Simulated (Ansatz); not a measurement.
# SrTiO3 (I4/mcm): a many-body input that goes wrong, and its mend

A first try at the G0W0 gap of SrTiO3 (I4/mcm), what the program said, and an input that works.

Program: Ansatz 0.2.0. Level of theory: G0W0 on PBE, plane waves, PAW. Results are calculated unless marked as measured.

## Step 1: The starting structure

It takes space group I4/mcm (No. 140, tetragonal). Conventional cell: a = 5.511 Å, b = 5.511 Å, c = 7.796 Å, α = 90.00°, β = 90.00°, γ = 90.00°. Nearest to Sr lie 12 O at 2.73 to 2.78 Å. Nearest to Ti lie 6 O at 1.95 Å. O has 2 Ti at 1.95 Å and 4 Sr at 2.76 Å nearest. Nearest to O lie 2 Ti at 1.95 Å and 4 Sr at 2.73 to 2.78 Å. Farther neighbours and most contacts between anions are not listed.

The cell and positions come from the Crystallography Open Database and are kept as given unless a step says otherwise. The default PAW set here is soft_2. Its files were made with PBE.

## Step 2: First try

The input, input.yaml:

```yaml
crystal:
  lattice:
    - [-2.7555, 2.7555, 3.898]
    - [2.7555, -2.7555, 3.898]
    - [2.7555, 2.7555, -3.898]
  atoms:
    - { symbol: Sr, position: [0.75, 0.25, 0.5] }
    - { symbol: Sr, position: [0.25, 0.75, 0.5] }
    - { symbol: Ti, position: [0.0, 0.0, 0.0] }
    - { symbol: Ti, position: [0.5, 0.5, 0.0] }
    - { symbol: O, position: [0.25, 0.25, 0.0] }
    - { symbol: O, position: [0.75, 0.75, 0.0] }
    - { symbol: O, position: [0.7451, 0.2451, 0.9902] }
    - { symbol: O, position: [0.2451, 0.2549, 0.5] }
    - { symbol: O, position: [0.2549, 0.7549, 0.0098] }
    - { symbol: O, position: [0.7549, 0.7451, 0.5] }
kpoints:
  mp_grid: { grid: [4, 4, 4] }
hamiltonian:
  xc: pbe
scf:
  occupations: { method: fixed }
gw:
  n_empty_bands: 192
  ecut_chi: 10
  qp_bands: [v3, c3]
  qp_kpoints: band_edges
  screening: { model: contour_deformation }
```

Run with:

```console
$ ansatz run input.yaml --threads 3 --pin off --max-ram 92160MiB --backend cuda --events-out ev --progress --plain --runs-dir out --devices 1 --max-vram 13GiB
```

Numbers of over 12 decimals in the logs are rounded to 6 here.

The log of the run:

```text
GPUs: using 1 of 1 available (devices: 1).
Engine: ansatz 0.2.0, x86_64-unknown-linux-gnu
Pseudopotentials: kind: paw
Pseudopotential: Sr, paw, valence charge 10, recommended cutoff 420 eV (normal), Sr.paw.azcp
Pseudopotential: Ti, paw, valence charge 12, recommended cutoff 420 eV (normal), Ti.paw.azcp
Pseudopotential: O, paw, valence charge 6, recommended cutoff 420 eV (normal), O.paw.azcp
Functional definition: PBE
  parameter kappa = 0.804
  parameter beta = 0.066725
  exchange = pbe_x(kappa = kappa, mu = beta*pi^2/3)
  correlation = pbe_c(beta = beta)
device memory: the entry about to start is reckoned to put 2.7 GiB on a device that reports 27.1 GiB free (of which the cap on the GPU budget leaves the run 13.0 GiB)
GPU FFT provider: cuFFT
GPU libraries: cuBLAS 13.8.2, cuFFT 12.4.0, cuSOLVER 12.3.4
Crystal: 10 atoms, lattice volume = 118.387 Å³
Basis set: ecut = 420 eV, 2277 PW (Γ)
Bands: 50, of which v1, the nominal top of the filled ones, is band 40 counted from 1 (39 counted from 0)
Symmetry: 16 space group operations
Space group: I4/mcm (ITA 140), of the structure as read, at distance tolerance 4.9e-5 Å
k-points: 13 of 64
Non-local potential: Sr, projectors of the file, l = 0: 3, l = 1: 2, l = 2: 2
Non-local potential: Ti, projectors of the file, l = 0: 3, l = 1: 2, l = 2: 3, l = 3: 1
Non-local potential: O, projectors of the file, l = 0: 2, l = 1: 2, l = 2: 1
PAW form: soft (Blöchl's): semilocal exchange-correlation on the pseudo side does not see the compensation charge
PAW one-centre angular grid: Sr, 110 points (default); XC on 64 Gauss nodes
PAW one-centre angular grid: Ti, 590 points (default); XC on 64 Gauss nodes
PAW one-centre angular grid: O, 110 points (default); XC on 64 Gauss nodes
Initial density: superposition of atomic densities (neutral atoms: chi_scale 0, normalization atom), corrected by the library's trained network
Initial wavefunctions: pseudopotential atomic-orbital guess
GPU buffer pool allocated for 64000 grid points (all kernels)
GPU transforms: local potential and band sums: pruned to the plane-wave sphere, on 40×40×40
Functional: x = pbe(κ = 0.804, μ = 0.219515), c = pbe(β = 0.066725)
SCF iter   1: F=—  HF=-15508.912014 eV  |F-HF|=—  |Δ(HF+E_count)|=         —  Δρ=1.97e-3  dr2=2.34e-3  ethr=1.77e-3  ⟨swp⟩=4.8  Hψ=2568  notcnv=0  defer=76
preconditioner: auto → Resta (q_TF=auto, 2.556 Å⁻¹)  ε∞=5.7  [insulator: Δε(μ)=1.885 eV  Ē_g=12.219 eV  n_scr=26 (ndim 8)  ℏωp=26.4 eV  f_vac=0.000  ε∞_Penn≈5.7]
SCF iter   2: F=—  HF=-15508.913482 eV  |F-HF|=—  |Δ(HF+E_count)|=   1.47e-3  Δρ=1.09e-3  dr2=6.51e-4  ethr=2.93e-6  ⟨swp⟩=3.2  Hψ=1494  notcnv=0  defer=100
SCF iter   3: F=—  HF=-15508.913584 eV  |F-HF|=—  |Δ(HF+E_count)|=   1.02e-4  Δρ=5.63e-4  dr2=9.17e-5  ethr=8.14e-7  ⟨swp⟩=2.0  Hψ=881  notcnv=0  defer=97
SCF iter   4: F=—  HF=-15508.913676 eV  |F-HF|=—  |Δ(HF+E_count)|=   9.20e-5  Δρ=2.14e-4  dr2=1.43e-5  ethr=1.15e-7  ⟨swp⟩=2.0  Hψ=912  notcnv=0  defer=70
SCF iter   5: F=—  HF=-15508.913692 eV  |F-HF|=—  |Δ(HF+E_count)|=   1.57e-5  Δρ=3.95e-5  dr2=1.21e-6  ethr=1.79e-8  ⟨swp⟩=2.2  Hψ=865  notcnv=0  defer=73
SCF iter   6: F=-15508.913692 eV  HF=-15508.913692 eV  |F-HF|=5.10e-9  |Δ(HF+E_count)|=   5.23e-7  Δρ=7.84e-6  dr2=7.86e-8  ethr=1.25e-10  ⟨swp⟩=11.5  Hψ=3348  notcnv=0
SCF 1 converged in 6 iterations: F = -15508.913692 eV  dr2 = 7.86e-8
[...]
device memory: the entry about to start is reckoned to put 3.4 GiB on a device that reports 25.4 GiB free (of which the cap on the GPU budget leaves the run 13.0 GiB)
NSCF: frozen V_eff on 13 k-points
[...]
device memory: the entry about to start is reckoned to put 4.1 GiB on a device that reports 24.9 GiB free (of which the cap on the GPU budget leaves the run 13.0 GiB)
NSCF: frozen V_eff on 13 k-points
G₀W₀ screening: q 1/13
[... further progress lines ...]
[...]
gw.qp_kpoints: band_edges: 11 of 13 stored k-points solved, in 1 pass; an edge of the gap read off the rows below is read off those points alone
    valence top: of the k-points left out ik 10 came nearest to being solved in a further pass, in band 40 (counted from 1, as in the quasiparticle table): it holds the edge there only if its correction is more favourable than any solved in that band by at least 0.508 eV; those differ by 0.082 eV
    conduction bottom: of the k-points left out ik 10 came nearest to being solved in a further pass, in band 41 (counted from 1, as in the quasiparticle table): it holds the edge there only if its correction is more favourable than any solved in that band by at least 0.882 eV; those differ by 0.260 eV
  `?` marks the rows in doubt; gw_qp.tsv's column doubts and the gw_qp event give each row's grounds
    ik  band        ε_KS         Σx   Σc(E_QP)       V_xc       Z   E_QP_lin       E_QP  E_QP is
     0    38     10.0677   -26.0682     3.9955   -21.0074  0.8077     8.9809     9.0026  root
     0    39     10.0738   -26.0792     3.9935   -21.0213  0.8078     8.9879     9.0095  root
     0    40     10.0738   -26.0792     3.9935   -21.0213  0.8078     8.9879     9.0095  root
     0    41     11.9745   -12.6542    -4.6223   -20.2870  0.8061    15.1739    14.9850  root ?
     0    42     11.9745   -12.6542    -4.6223   -20.2870  0.8061    15.1739    14.9850  root ?
     0    43     11.9752   -12.6496    -4.6256   -20.2883  0.8061    15.1777    14.9883  root ?
     1    38      9.4918   -26.1139     3.7836   -21.2811  0.8101     8.4222     8.4427  root
     1    39      9.4919   -26.1151     3.7836   -21.2823  0.8101     8.4222     8.4427  root
     1    40     10.0307   -25.9912     3.9994   -20.9291  0.8071     8.9462     8.9680  root
     1    41     12.0556   -12.7995    -4.7009   -20.5704  0.8043    15.3257    15.1256  root ?
     1    42     13.0387   -14.2130    -4.8924   -21.8723  0.7910    16.0463    15.8055  root ?
     1    43     13.0399   -14.2158    -4.8927   -21.8757  0.7910    16.0479    15.8071  root ?
     2    38      9.3564   -26.1044     3.8487   -21.1530  0.8089     8.2302     8.2538  root
     2    39      9.3568   -26.1045     3.8488   -21.1529  0.8089     8.2304     8.2540  root
     2    40      9.9880   -25.9012     4.0047   -20.8363  0.8065     8.9059     8.9279  root
     2    41     12.1411   -12.9694    -4.7887   -20.8890  0.8024    15.4880    15.2719  root ?
     2    42     13.9094   -14.8697    -5.5235   -23.2149  0.7710    17.0355    16.7311  root ?
     2    43     13.9100   -14.8642    -5.5247   -23.2101  0.7710    17.0355    16.7312  root ?
     3    38      9.6695   -25.4892     4.0269   -20.3941  0.8036     8.5779     8.6013  root
     3    39      9.6711   -25.4959     4.0257   -20.4019  0.8037     8.5794     8.6027  root
     3    40      9.8818   -25.8811     4.0150   -20.7805  0.8062     8.7729     8.7962  root
     3    41     12.5122   -13.2990    -4.7902   -21.0040  0.7992    15.6472    15.4271  root ?
     3    42     12.5988   -13.5042    -4.7491   -21.0978  0.7984    15.6554    15.4433  root ?
     3    43     12.5997   -13.5072    -4.7493   -21.1015  0.7984    15.6568    15.4447  root ?
     4    38      8.8995   -24.5503     4.0605   -19.4267  0.7957     7.8095     7.8364  root
     4    39      9.1014   -25.5472     3.8879   -20.6781  0.8026     8.1004     8.1204  root
[...]
4    41     12.6676   -13.6649    -4.8776   -21.4764  0.7960    15.8423    15.6016  root ?
     4    42     13.6967   -14.3347    -5.4646   -22.6455  0.7770    16.8568    16.5429  root ?
[...]
11    39      9.4349   -25.1958     4.0310   -20.1161  0.8011     8.3628     8.3862  root
    11    40      9.4355   -25.1995     4.0312   -20.1198  0.8011     8.3637     8.3870  root
[...]
11    42     13.1052   -14.2013    -5.0669   -22.1390  0.7886    16.2526    15.9760  root ?
    11    43     13.9108   -14.7798    -5.5669   -23.1992  0.7709    17.0763    16.7632  root ?
    12    38      9.3588   -26.1042     3.8485   -21.1529  0.8089     8.2325     8.2560  root
    12    39      9.3588   -26.1042     3.8485   -21.1529  0.8089     8.2325     8.2560  root
    12    40      9.9871   -25.9020     4.0052   -20.8370  0.8065     8.9053     8.9272  root
    12    41     12.1427   -12.9723    -4.7891   -20.8926  0.8024    15.4901    15.2739  root ?
    12    42     13.8930   -14.8422    -5.5292   -23.2092  0.7714    17.0397    16.7309  root ?
    12    43     13.8930   -14.8422    -5.5292   -23.2092  0.7714    17.0397    16.7309  root ?
[key lines of the parts left out:]
SCF converged after 6 iterations
Free energy (F): -15508.913692 eV
Fermi energy:    10.073781 eV
```

It took 49 s on 1 × NVIDIA H100 80GB HBM3 (shared by 6 runs) with 3 threads of AMD EPYC 7R13 (Zen 3), shared host; peak memory 1.2 GiB.

Reading the cycles: dr2 is the Hartree energy of the density residual (eV), the measure of convergence; HF is the Harris–Foulkes estimate of the energy, which meets the free energy F at convergence.

Q: What is the fault?

The run ended normally, though the input holds a fault or crude settings.

The fault: screening cutoff of 10 eV. Nearly all local fields and short-range correlation are left out.

It printed a gap of 5.98 eV, which is an artefact of the settings.

## Step 3: A better input

G0W0 replaces the xc potential by the self-energy, built once from these orbitals. Only a window of levels is corrected, while the sums run over the empty bands that the input names.

input.yaml, as its differences from that of step 2:

```diff
@@ -23,4 +23,4 @@
 gw:
-  n_empty_bands: 192
-  ecut_chi: 10
+  n_empty_bands: 252
+  ecut_chi: 96
   qp_bands: [v3, c3]
```

The log of the run:

```text
GPUs: using 1 of 1 available (devices: 1).
[...]
GPU FFT provider: cuFFT
GPU libraries: cuBLAS 13.8.2, cuFFT 12.4.0, cuSOLVER 12.3.4
Crystal: 10 atoms, lattice volume = 118.387 Å³
Basis set: ecut = 420 eV, 2277 PW (Γ)
Bands: 50, of which v1, the nominal top of the filled ones, is band 40 counted from 1 (39 counted from 0)
[... 1 set-up line as in the run before ...]
[...]
k-points: 13 of 64
[...]
GPU buffer pool allocated for 64000 grid points (all kernels)
[...]
SCF iter   1: F=—  HF=-15508.912014 eV  |F-HF|=—  |Δ(HF+E_count)|=         —  Δρ=1.97e-3  dr2=2.34e-3  ethr=1.77e-3  ⟨swp⟩=4.8  Hψ=2568  notcnv=0  defer=76
[...]
SCF iter   6: F=-15508.913692 eV  HF=-15508.913692 eV  |F-HF|=5.10e-9  |Δ(HF+E_count)|=   5.23e-7  Δρ=7.84e-6  dr2=7.86e-8  ethr=1.25e-10  ⟨swp⟩=11.5  Hψ=3348  notcnv=0
SCF 1 converged in 6 iterations: F = -15508.913692 eV  dr2 = 7.86e-8
[...]
0    38     10.0677   -26.0682     4.8671   -21.0074  0.7237     9.8734     9.8741  root
     0    39     10.0738   -26.0792     4.8655   -21.0213  0.7237     9.8807     9.8814  root
     0    40     10.0738   -26.0792     4.8655   -21.0213  0.7237     9.8807     9.8814  root
     0    41     11.9745   -12.6542    -6.2768   -20.2870  0.7432    13.3690    13.3305  root
     0    42     11.9745   -12.6542    -6.2768   -20.2870  0.7432    13.3690    13.3305  root
     0    43     11.9752   -12.6496    -6.2818   -20.2883  0.7432    13.3707    13.3321  root
     1    38      9.4918   -26.1139     4.6367   -21.2811  0.7307     9.2949     9.2957  root
     1    39      9.4919   -26.1151     4.6368   -21.2823  0.7307     9.2952     9.2959  root
[...]
12    40      9.9871   -25.9020     4.8608   -20.8370  0.7231     9.7821     9.7829  root
    12    41     12.1427   -12.9723    -6.5146   -20.8926  0.7366    13.5928    13.5483  root
    12    42     13.8930   -14.8422    -6.9167   -23.2092  0.6961    15.4158    15.3434  root
    12    43     13.8930   -14.8422    -6.9167   -23.2092  0.6961    15.4158    15.3434  root
[key lines of the parts left out:]
SCF converged after 6 iterations
Free energy (F): -15508.913692 eV
Fermi energy:    10.073781 eV
```

It took 45 s on 1 × NVIDIA H100 80GB HBM3 (shared by 6 runs) with 3 threads; peak memory 1.4 GiB; 73 s of CPU time.

This step gave:

```
bands summed                                 : 292
RPA ε∞ on this mesh (eigenvalues)            : 6.209, 6.209, 6.210
plane waves in the screening matrix          : 259
q-points in the mesh                         : 64
G0W0 gap on the mesh                         : 3.449 eV
k of the valence top                         : 0, 0, 0
k of the conduction bottom                   : 0, 0, 0
starting gap on the mesh                     : 1.901 eV
Z at the valence top                         : 0.7237
Z at the conduction bottom                   : 0.7432
least direct G0W0 gap on the computed points : 3.449 eV
```

The gap on the mesh goes from 1.90 eV to 3.45 eV, a correction of +1.55 eV. Between the two edge states, bare exchange in place of the xc potential would open the gap by 12.69 eV, and correlation takes back 11.14 eV.

## Step 4: Results

- first try: converged after 49 s
- better run: G0W0 gap on the mesh 3.45 eV (4×4×4 mesh, 252 empty bands, screening to 96 eV)

The second run differs in: empty bands and screening cutoff (eV). Bands and cutoff are finite, so the gap is not at the basis limit. The miss can reach some tenths of an eV and take either sign; the mesh is an error of its own. The many-body steps are scalar-relativistic: spin-orbit coupling is not in them.

[Paths, hosts, dates, memory and timing lines, banners, echoed tables and standing remarks are left out of the program output.]

[Logs are printed without paths, hosts, clocks, repeated set-up lines and the standing remarks that a program may print on its own settings, such as how far it seeks lower states.]

[Runs of the session that timed out or met a known fault of the program may be left out.]

[Cells called generated may have been cut or substituted from an entry of the Crystallography Open Database or the Materials Project.]

[Hosts, paths, dates, database ids (printed as entryN), source tags and the programs' standing remarks are cut or masked in the printed files.]
